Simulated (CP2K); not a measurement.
**SnSe under changes of volume**

One of the cells (27.271 Å³/atom); the others are scaled copies at fixed shape and fractional positions:

```xyz
2
Lattice="4.2568 0.0000 0.0000 2.1284 3.6865 0.0000 2.1284 1.2288 3.4756" Properties=species:S:1:pos:R:3 pbc="T T T"
Sn    0.0000    0.0000    0.0000
Se    4.2568    2.4577    1.7378
```

Measurements of this composition are mostly on another form, of space group No. 62.

- Program: CP2K 2026.2
- Functional: PBEsol
- Potentials or basis: POTENTIAL_UZH Sn GTH-PBE-q4, Se GTH-PBE-q6; TZVP-MOLOPT-PBE-GTH basis
- Density cutoff: 6123 eV
- k mesh: 8 × 8 × 8
- Occupations: fermi-dirac, width 0.05 eV
- Spin: no spin polarisation

```tsv
volume (Å³/atom)	energy over the lowest point (meV/atom)	pressure (GPa)	gap on the mesh (eV)
25.635	20.15	4.0	0.78
26.180	?	?	?
26.725	2.46	1.3	0.75
27.271	0.00	0.2	0.70
27.816	1.23	-0.9	0.61
28.362	5.78	-1.8	0.53
28.907	13.31	-2.6	0.46
```

Question: What does the run at 26.180 Å³/atom give?

Answer: Energy over the lowest point 9.02 meV/atom; pressure 2.6 GPa; gap on the mesh 0.78 eV.

Worked out: A Birch-Murnaghan fit of order 3 (a polynomial in V^(-2/3)) to the other rows has its minimum at 27.35 Å³/atom with B0 = V·E''(V) = 53 GPa and B' = 4.3. It gives 9.02 meV/atom at 26.180 Å³/atom, against the run's 9.02, and -dE/dV = 2.6 GPa, against 2.6. A parabola through the other rows of the gap, of slope -1.11 eV per unit of ln V there, gives 0.77 eV, against the run's 0.78.

Energies are extrapolated to zero smearing.

Caveats: the potentials were made for another functional, which shifts forces and pressure; spin-orbit coupling is left out, which moves the levels of the heavy elements; the basis of atomic orbitals isn't converged, which shifts pressures, moduli and gaps.

A mesh can miss the band edges.
